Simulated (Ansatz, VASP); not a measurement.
## Two plane-wave programs on RbCl2

```xyz
6
Lattice="5.2363 0.0000 0.0000 -2.6181 4.5347 0.0000 0.0000 0.0000 9.3527" Properties=species:S:1:pos:R:3 pbc="T T T"
Rb    0.0000    3.0232    4.0146
Rb    2.6181    1.5116    8.6910
Cl    0.0000    3.0232    0.8109
Cl    2.6181    1.5116    5.4873
Cl    0.0000    0.0000    1.0199
Cl    0.0000    0.0000    5.6962
```

Alike in both runs: functional PBE; k mesh 6 × 6 × 2; occupations gaussian, width 0.1 eV; no spin polarisation.

Ansatz relaxed the structure, and its values are those at the end. VASP's run is a single point on that final structure, the one shown.

```csv
,VASP,Ansatz
version,VASP 6.6.1,Ansatz 0.2.0
potentials or method,"VASP PAW PBE potentials, release 64 (Rb_sv, Cl)","scalar-relativistic, plane waves, PAW"
plane-wave cutoff (eV),520,420
valence electrons in the cell,46,46
```

|  | VASP | Ansatz | Ansatz less VASP |
| --- | --- | --- | --- |
| gap on the k mesh at the Fermi level (eV) | none | none | - |
| pressure (GPa) | 0.2 | 0.2 | +0.02 |
| rms of the force components (eV/Å) | 0.006 | 0.006 | -0.0001 |

A gap of «none» marks a metal or a gap that the smearing closes.
